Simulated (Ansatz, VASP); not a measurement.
## One calculation of AlCo, two programs

INCAR

```
PREC = Accurate ; ENCUT = 600
EDIFF = 1E-7 ; ISMEAR = 0
SIGMA = 0.1 ; LREAL = F
LASPH = T ; NELM = 60
ALGO = Normal ; ISIF = 3
LWAVE = F ; LCHARG = F
IBRION = 2 ; NSW = 70
EDIFFG = -0.005
```

The input KPOINTS:

```
regular mesh
0
Gamma
  14 14 14
```

Contents of POSCAR:

```
AlCo
1.0
    2.8519024094      0.0000000000      0.0000000000
    0.0000000000      2.8519024094      0.0000000000
    0.0000000000      0.0000000000      2.8519024094
Al Co
1 1
Direct
    0.0000000000      0.0000000000      0.0000000000
    0.5000000000      0.5000000000      0.5000000000
```

Input for Ansatz:

```yaml
crystal:
  lattice:
    - [2.8519024094, 0.0, 0.0]
    - [0.0, 2.8519024094, 0.0]
    - [0.0, 0.0, 2.8519024094]
  atoms:
    - { symbol: Al, position: [0.0, 0.0, 0.0] }
    - { symbol: Co, position: [0.5, 0.5, 0.5] }
basis:
  ecutwfc: 420
kpoints:
  mp_grid: { grid: [14, 14, 14] }
hamiltonian:
  xc: lda
scf:
  occupations: { method: gaussian, width: 0.1 }
output:
  forces: true
  stress: true
  eigenvalues: true
relax:
  adjacent_minimum: "off"
  f_tol: 0.005
  max_steps: 50
  cell: { stress_tol: 0.05 }
```

Alike in both runs: task relaxation of cell and atoms; functional LDA; k mesh 14 × 14 × 14; occupations gaussian, width 0.1 eV; no spin polarisation.

|  | VASP | Ansatz |
| --- | --- | --- |
| version | VASP 6.6.1 | Ansatz 0.2.0 |
| potentials or method | VASP PAW LDA potentials, release 64 (Al, Co) | scalar-relativistic, plane waves, PAW |
| plane-wave cutoff (eV) | 600 | 420 |
| valence electrons in the cell | 12 | 20 |

|  | VASP | Ansatz | Ansatz less VASP |
| --- | --- | --- | --- |
| gap on the k mesh at the Fermi level, each at its own relaxed structure (eV) | none | none | - |
| relaxed volume (Å³/atom) | 10.92 | 10.90 | -0.015 |
| relaxed cell length with the largest relative difference (Å) | 2.795 | 2.794 | -0.0013 |
| energy change over the relaxation (meV/atom) | -25 | -26 | -1.1 |

A gap of «none» marks a metal or a gap that the smearing closes. The two sets of potentials don't hold the same shells in valence.

Spin polarisation is off, so any magnetic state and its effect on volume and gap are missing.
